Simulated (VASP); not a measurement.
A run of VASP 6.6.1 is set up as follows.

Contents of INCAR:

```
SYSTEM = TePb
PREC = Accurate ; ENCUT = 520
EDIFF = 1E-6 ; ISMEAR = 0
SIGMA = 0.02 ; LREAL = .False.
LASPH = .True. ; NELM = 60
ALGO = Normal ; ISIF = 2
LWAVE = .False. ; LCHARG = .False.
GGA = CA ; NBANDS = 28
```

Contents of KPOINTS:

```
regular mesh
0
Gamma
  7 7 5
  0 0 0
```

Contents of POSCAR:

```
TePb                                    
1.0
    4.5655833403      0.0000000000      0.0000000000
    0.0000000000      4.5655833403      0.0000000000
    0.0000000000      0.0000000000      6.3791609852
  Te              Pb            
     2     2
Direct
     0.0000000000000000    0.0000000000000000    0.0000000000000000
     0.5000000000000000    0.5000000000000000    0.5000000000000000
     0.5000000000000000    0.5000000000000000    0.0000000000000000
     0.0000000000000000    0.0000000000000000    0.5000000000000000
```

The input KPOINTS_OPT:

```
path GXMGZRAZ,XR,MA
10
line-mode
reciprocal
 0.0000000000  0.0000000000  0.0000000000  G
 0.0000000000  0.5000000000  0.0000000000  X

 0.0000000000  0.5000000000  0.0000000000  X
 0.5000000000  0.5000000000  0.0000000000  M

 0.5000000000  0.5000000000  0.0000000000  M
 0.0000000000  0.0000000000  0.0000000000  G

 0.0000000000  0.0000000000  0.0000000000  G
 0.0000000000  0.0000000000  0.5000000000  Z

 0.0000000000  0.0000000000  0.5000000000  Z
 0.0000000000  0.5000000000  0.5000000000  R

 0.0000000000  0.5000000000  0.5000000000  R
 0.5000000000  0.5000000000  0.5000000000  A

 0.5000000000  0.5000000000  0.5000000000  A
 0.0000000000  0.0000000000  0.5000000000  Z

 0.0000000000  0.5000000000  0.0000000000  X
 0.0000000000  0.5000000000  0.5000000000  R

 0.5000000000  0.5000000000  0.0000000000  M
 0.5000000000  0.5000000000  0.5000000000  A
```

Potentials or basis: VASP PAW LDA potentials, release 64 (Te, Pb_d).

The run is started by

```sh
$ cat potpaw_LDA.64/Te/POTCAR potpaw_LDA.64/Pb_d/POTCAR > POTCAR
$ mpirun -np 1 vasp_std > vasp.out
```

What does it give for the band gap along the path?

0.60 eV.

Estimate the pressure.

-1.0 GPa.

Levels at the corners of the path, in eV from the valence-band top:
```tsv
point	band 17	band 18	band 19	band 20	band 21	band 22	band 23	band 24
Γ	-2.92	-1.49	-1.37	-1.37	3.16	3.91	3.91	4.19
X	-1.16	-1.16	-0.74	-0.74	1.61	1.61	1.71	1.71
X	-1.16	-1.16	-0.74	-0.74	1.61	1.61	1.71	1.71
M	-2.95	-2.95	-2.82	-2.82	3.20	3.20	5.30	5.30
M	-2.95	-2.95	-2.82	-2.82	3.20	3.20	5.30	5.30
Γ	-2.92	-1.49	-1.37	-1.37	3.16	3.91	3.91	4.19
Γ	-2.92	-1.49	-1.37	-1.37	3.16	3.91	3.91	4.19
Z	-2.23	-2.23	-1.38	-1.38	2.56	2.56	3.95	3.95
Z	-2.23	-2.23	-1.38	-1.38	2.56	2.56	3.95	3.95
R	-0.91	-0.91	0.00	0.00	0.60	0.60	1.14	1.14
R	-0.91	-0.91	0.00	0.00	0.60	0.60	1.14	1.14
A	-3.88	-3.88	-0.31	-0.31	1.61	1.61	5.14	5.14
A	-3.88	-3.88	-0.31	-0.31	1.61	1.61	5.14	5.14
Z	-2.23	-2.23	-1.38	-1.38	2.56	2.56	3.95	3.95
X	-1.16	-1.16	-0.74	-0.74	1.61	1.61	1.71	1.71
R	-0.91	-0.91	0.00	0.00	0.60	0.60	1.14	1.14
M	-2.95	-2.95	-2.82	-2.82	3.20	3.20	5.30	5.30
A	-3.88	-3.88	-0.31	-0.31	1.61	1.61	5.14	5.14
```

Caveat: spin-orbit coupling is left out, which moves the levels of the heavy elements.
